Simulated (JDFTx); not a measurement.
Runs of JDFTx 1.7.0 (patched build) on Cl. The structure is orthorhombic, space group Cmce (No. 64). Conventional cell: a = 6.290 Å, b = 4.500 Å, c = 8.210 Å, α = 90.00°, β = 90.00°, γ = 90.00°. Around Cl (site symmetry m) lie 1 Cl at 2.02 Å. 

| task | level | potentials or basis | k mesh | cutoff (eV) | band ratio of the Davidson solver | max SCF steps | SCF threshold on the energy | solver of the electrons | further solve for the empty bands | gap on the mesh (eV) | pressure (GPa) | largest force (eV/Å) |
| --- | --- | --- | --- | --- | --- | --- | --- | --- | --- | --- | --- | --- |
| single point | PBEsol | PseudoDojo-SR-PBEsol-0.4.1-standard | 7 × 7 × 4 | 789 | - | 100 | 1e-09 Ha | scf | yes | 2.41 | (c) | (a) |
| single point | LDA | PseudoDojo-SR-LDA-0.4.1-standard | 7 × 7 × 4 | 762 | - | 100 | 1e-09 Ha | scf | yes | 2.32 | -2.5 | 0.21 |
| single point | PBE | PseudoDojo-SR-PBE-0.5-standard | 7 × 7 × 4 | 789 | - | 100 | 1e-09 Ha | scf | yes | (b) | 0.6 | 0.09 |
| single point | PBE | PseudoDojo-SR-PBE-0.5-standard | 5 × 5 × 3 | 789 | - | 100 | 1e-09 Ha | scf | yes | 2.48 | 0.6 | 0.09 |

Alike in all rows: no spin polarisation; cell as given; smearing fermi-dirac 0.05 eV.

Q: Estimate the missing entries.

A: (a) 0.17; (b) 2.47; (c) -0.9.

Caveats: the empty levels aren't tightly converged; an odd mesh through Γ misses points on the zone boundary, where band edges often lie.
